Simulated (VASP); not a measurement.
# InAs (F-43m) in VASP: notebook, part 2 of 3

VASP 6.6.1.

### 3 Single point, PBE

This run uses another cell than the first one, of 26.66 Å³/atom.

The input, INCAR:

```
ALGO = Normal
EDIFF = 1E-6
ENCUT = 500
GGA = PE
GGA_COMPAT = False
ISIF = 2
ISMEAR = -1
LASPH = True
LCHARG = False
LREAL = False
LWAVE = False
NBANDS = 16
NELM = 120
PREC = Accurate
SIGMA = 0.05
```

The input, KPOINTS:

```
k-points
0
Gamma
  6 6 6
```

The input, POSCAR:

```
InAs
1.0
    0.0000000000      2.9875130671      2.9875130671
    2.9875130671      0.0000000000      2.9875130671
    2.9875130671      2.9875130671      0.0000000000
In As
1 1
Direct
    0.0000000000      0.0000000000      0.0000000000
    0.2500000000      0.2500000000      0.2500000000
```

Potentials or basis: VASP PAW PBE potentials, release 64 (In_d, As).

On the command line:

```
> cat potpaw_PBE.64/In_d/POTCAR potpaw_PBE.64/As/POTCAR > POTCAR
> mpirun -np 1 vasp_std > vasp.out
```

OUTCAR:

```text
EDIFF = 1E-6
   ENCUT = 500
   GGA = PE
   ISIF = 2
   ISMEAR = -1
   LASPH = True
   LREAL = False
   NELM = 120
   PREC = Accurate

 ion  position               nearest neighbor table
   1  0.000  0.000  0.000-   2 2.59   2 2.59   2 2.59   2 2.59
   2  0.250  0.250  0.250-   1 2.59   1 2.59   1 2.59   1 2.59

  LATTYP: Found a face centered cubic cell.
 ALAT       =     5.9750261342

  Lattice vectors:

 A1 = (   0.0000000000,   2.9875130671,   2.9875130671)
 A2 = (   2.9875130671,   0.0000000000,   2.9875130671)
 A3 = (   2.9875130671,   2.9875130671,   0.0000000000)

Analysis of symmetry for initial positions (statically):
=====================================================================
 Subroutine PRICEL returns:
 Original cell was already a primitive cell.

 Routine SETGRP: Setting up the symmetry group for a
 face centered cubic supercell.

 Subroutine GETGRP returns: Found 24 space group operations
 (whereof 24 operations were pure point group operations)
 out of a pool of 48 trial point group operations.

The static configuration has the point symmetry T_d .

Analysis of symmetry for dynamics (positions and initial velocities):
=====================================================================
 Subroutine PRICEL returns:
 Original cell was already a primitive cell.

 Routine SETGRP: Setting up the symmetry group for a
 face centered cubic supercell.

 Subroutine GETGRP returns: Found 24 space group operations
 (whereof 24 operations were pure point group operations)
 out of a pool of 48 trial point group operations.

The dynamic configuration has the point symmetry T_d .

 Subroutine INISYM returns: Found 24 space group operations
 (whereof 24 operations are pure point group operations),
 and found     1 'primitive' translations

----------------------------------------------------------------------------------------

                                     Primitive cell

  volume of cell :      53.3285

  direct lattice vectors                    reciprocal lattice vectors
     0.000000000  2.987513067  2.987513067    -0.167363285  0.167363285  0.167363285
     2.987513067  0.000000000  2.987513067     0.167363285 -0.167363285  0.167363285
     2.987513067  2.987513067  0.000000000     0.167363285  0.167363285 -0.167363285

  length of vectors
     4.224981497  4.224981497  4.224981497     0.289881712  0.289881712  0.289881712

  position of ions in fractional coordinates (direct lattice)
     0.000000000  0.000000000  0.000000000
     0.250000000  0.250000000  0.250000000

  ion indices of the primitive-cell ions
   primitive index   ion index
                 1           1
                 2           2

----------------------------------------------------------------------------------------

 KPOINTS: k-points

Automatic generation of k-mesh.
 Grid dimensions read from file:
 generate k-points for:    6    6    6

 Generating k-lattice:

  Cartesian coordinates                     Fractional coordinates (reciprocal lattice)
    -0.027893881  0.027893881  0.027893881     0.166666667  0.000000000  0.000000000
     0.027893881 -0.027893881  0.027893881     0.000000000  0.166666667  0.000000000
     0.027893881  0.027893881 -0.027893881     0.000000000  0.000000000  0.166666667

  Length of vectors
     0.048313619  0.048313619  0.048313619

  Shift w.r.t. Gamma in fractional coordinates (k-lattice)
     0.000000000  0.000000000  0.000000000

 Subroutine IBZKPT returns following result:
 ===========================================

 Found     16 irreducible k-points:

 Following reciprocal coordinates:
            Coordinates               Weight
  0.000000  0.000000  0.000000      1.000000
  0.166667  0.000000  0.000000      8.000000
  0.333333  0.000000  0.000000      8.000000
  0.500000  0.000000  0.000000      4.000000
  0.166667  0.166667  0.000000      6.000000
  0.333333  0.166667  0.000000     24.000000
[... 8 lines left out ...]
 -0.333333  0.333333  0.166667     24.000000
 -0.333333  0.500000  0.166667     12.000000
   k-points           NKPTS =     16   k-points in BZ     NKDIM =     16   number of bands    NBANDS=     16
   number of dos      NEDOS =    301   number of ions     NIONS =      2
   total plane-waves  NPLWV =  32768
   dimension x,y,z NGX =    32 NGY =   32 NGZ =   32
   dimension x,y,z NGXF=    64 NGYF=   64 NGZF=   64
   ions per type =               1   1
   NGX,Y,Z   is equivalent  to a cutoff of  12.59, 12.59, 12.59 a.u.
   NGXF,Y,Z  is equivalent  to a cutoff of  25.18, 25.18, 25.18 a.u.
 SYSTEM =  unknown system
   PREC   = accura    normal or accurate (medium, high low for compatibility)
   ISTART =      0    job   : 0-new  1-cont  2-samecut
   ICHARG =      2    charge: 1-file 2-atom 10-const
   ISPIN  =      1    spin polarized calculation?
   LNONCOLLINEAR =      F non collinear calculations
   LSORBIT =      F    spin-orbit coupling
   LASPH  =      T    aspherical Exc in radial PAW
   ENCUT  =  500.0 eV  36.75 Ry    6.06 a.u.   7.70  7.70  7.70*2*pi/ulx,y,z
   NELM   =    120;   NELMIN=  2; NELMDL= -5     # of ELM steps
   EDIFF  = 0.1E-05   stopping-criterion for ELM
   LREAL  =      F    real-space projection
   EDIFFG = 0.1E-04   stopping-criterion for IOM
   NSW    =      0    number of steps for IOM
   IBRION =     -1    ionic relax: 0-MD 1-quasi-New 2-CG
   NFREE  =      0    steps in history (QN), initial steepest desc. (CG)
   ISIF   =      2    stress and relaxation
   ISYM   =      2    0-nonsym 1-usesym 2-fastsym
   POTIM  = 0.5000    time-step for ionic-motion
   TEBEG  =    0.0;   TEEND  =   0.0 temperature during run
   PSTRESS=    0.0 pullay stress
   NELECT =      18.0000    total number of electrons
   NUPDOWN=      -1.0000    fix difference up-down
   EMIN   =  10.00;   EMAX   =-10.00  energy-range for DOS
   EFERMI =   0.00;   METHOD = LEGACY
   ISMEAR =    -1;   SIGMA  =   0.05  broadening in eV -4-tet -1-fermi 0-gaus
   EFERMI_NEDOS =   21; number of points for ismear=-14 and -15
   IALGO  =     38    algorithm
   IMIX   =      4    mixing-type and parameters
     AMIX     =   0.40;   BMIX     =  1.00
     AMIX_MAG =   1.60;   BMIX_MAG =  1.00
  volume/ion in A,a.u.               =      26.66       179.94
  Fermi-wavevector in a.u.,A,eV,Ry     =   1.139845  2.153995 17.677328  1.299247
  Thomas-Fermi vector in A             =   2.276548
   LORBIT       =      0    0 simple, 1 ext, 2 COOP (PROOUT), +10 PAW based schemes
   GGA     = PE    functional components
   LHFCALC =     F    Hartree Fock is set to
   AEXX    =    0.0000 exact exchange contribution
   IVDW    =     0    specifies the selected vdW correction
   LEPSILON=     F    determine dielectric tensor
   LRPA    =     F    only Hartree local field effects (RPA)
 non-spin polarized calculation
  energy-cutoff  :      500.00
  volume of cell :       53.33
 maximum number of plane-waves:      1363
   NGX = 15   NGY = 15   NGZ = 15

 number of electron      18.0000002 magnetization

 Free energy of the ion-electron system (eV)
  ---------------------------------------------------
  ext. energy  EPLUGINS =         0.00000000
  ---------------------------------------------------
  free energy    TOTEN  =        -7.58946573 eV

  energy without entropy =       -7.58839973  energy(sigma->0) =       -7.58893273

 E-fermi :   4.9393     XC(G=0):  -9.2489

 val. band max:        4.8868921571   @ k =   0.0000   0.0000   0.0000
 cond. band min:       5.9193535028   @ k =   0.5000   0.0000   0.0000
 fundamental gap:      1.0324613457
 Fermi energy:         4.9392816462

 k-point     1 :       0.0000    0.0000    0.0000
  band No.  band energies     occupation
      1      -9.5918      2.00000
      2      -9.5918      2.00000
      3      -9.5918      2.00000
      4      -9.4505      2.00000
      5      -9.4505      2.00000
      6      -7.2140      2.00000
[... 8 lines left out ...]
     15      14.6569      0.00000
     16      14.6569      0.00000
[... 267 lines left out ...]
 k-point    16 :      -0.3333    0.5000    0.1667
  band No.  band energies     occupation
      1      -9.7790      2.00000
      2      -9.5254      2.00000
      3      -9.5069      2.00000
      4      -9.4756      2.00000
      5      -9.4355      2.00000
      6      -4.9999      2.00000
[... 8 lines left out ...]
     15      16.7271      0.00000
     16      16.9129      0.00000

------------------------ aborting loop because EDIFF is reached ----------------------------------------

  FORCE on cell =-STRESS in cart. coord.  units (eV):
  Direction    XX          YY          ZZ          XY          YZ          ZX
  --------------------------------------------------------------------------------------
  -------------------------------------------------------------------------------------
  Total        2.2093733      2.2093733      2.2093733     -0.0000000     -0.0000000     -0.0000000
  in kB       66.3774030     66.3774030     66.3774030     -0.0000000     -0.0000000     -0.0000000
  external PRESSURE =      66.3774030 kB  Pullay stress =       0.0000000 kB

 VOLUME and BASIS-vectors are now :
 -----------------------------------------------------------------------------
  energy-cutoff  :      500.00
  volume of cell :       53.33
      direct lattice vectors                 reciprocal lattice vectors
     0.000000000  2.987513067  2.987513067    -0.167363285  0.167363285  0.167363285
     2.987513067  0.000000000  2.987513067     0.167363285 -0.167363285  0.167363285
     2.987513067  2.987513067  0.000000000     0.167363285  0.167363285 -0.167363285

 POSITION                                       TOTAL-FORCE (eV/Angst)
 -----------------------------------------------------------------------------------
      0.00000      0.00000      0.00000         0.000000      0.000000      0.000000
      1.49376      1.49376      1.49376        -0.000000     -0.000000     -0.000000
 -----------------------------------------------------------------------------------
    total drift:                               -0.000000     -0.000000     -0.000000

  FREE ENERGIE OF THE ION-ELECTRON SYSTEM (eV)
  ---------------------------------------------------
  free  energy   TOTEN  =        -7.5894657301 eV

  energy  without entropy=       -7.5883997310  energy(sigma->0) =       -7.58893273
```

OSZICAR:

```text
N       E                     dE             d eps       ncg     rms          rms(c)
DAV:   1     0.106794519054E+03    0.10679E+03   -0.82927E+03   520   0.119E+03
DAV:   2    -0.831132493171E+00   -0.10763E+03   -0.10249E+03   552   0.277E+02
DAV:   3    -0.770994419413E+01   -0.68788E+01   -0.68465E+01   680   0.716E+01
DAV:   4    -0.787528771749E+01   -0.16534E+00   -0.16530E+00   632   0.121E+01
DAV:   5    -0.788346968018E+01   -0.81820E-02   -0.81818E-02   768   0.228E+00    0.484E+00
DAV:   6    -0.761681577541E+01    0.26665E+00   -0.37927E-01   808   0.108E+01    0.270E+00
DAV:   7    -0.758767449209E+01    0.29141E-01   -0.12647E-01   744   0.328E+00    0.747E-01
DAV:   8    -0.758864298836E+01   -0.96850E-03   -0.14999E-02   616   0.141E+00    0.222E-01
DAV:   9    -0.758923661644E+01   -0.59363E-03   -0.10352E-03   632   0.269E-01    0.127E-01
DAV:  10    -0.758941476019E+01   -0.17814E-03   -0.22646E-04   600   0.230E-01    0.692E-02
DAV:  11    -0.758946585596E+01   -0.51096E-04   -0.10957E-04   584   0.127E-01    0.382E-02
DAV:  12    -0.758946573012E+01    0.12583E-06   -0.68864E-06   680   0.332E-02
   1 F= -.75894657E+01 E0= -.75889327E+01  d E =-.106600E-02
```

Wall time 20 s (1 thread of Intel Xeon 8259CL, shared host); peak memory 0.18 GiB.

Results:

* Free energy: -7.5895 eV
* Pressure: 6.6 GPa
* Band gap on the k mesh: zero (filled and empty bands touch)

Levels at points of the mesh, in eV from the Fermi level:
```
           k point  band 6  band 7  band 8  band 9  band 10  band 11  band 12  band 13
(0.00, 0.00, 0.00)  -12.15   -0.07   -0.05   -0.05    -0.05     3.86     3.86     3.86
(0.50, 0.00, 0.00)  -10.57   -6.01   -1.10   -1.10     0.98     4.64     4.64     6.84
(0.50, 0.50, 0.00)   -9.98   -6.05   -2.50   -2.50     1.43     2.01     9.37     9.47
```

Caveat: the cell stands under pressure; semilocal functionals underestimate gaps, so a narrow gap can read as zero; spin-orbit coupling is left out, which moves the levels of the heavy elements.

[end of part 2 of 3]
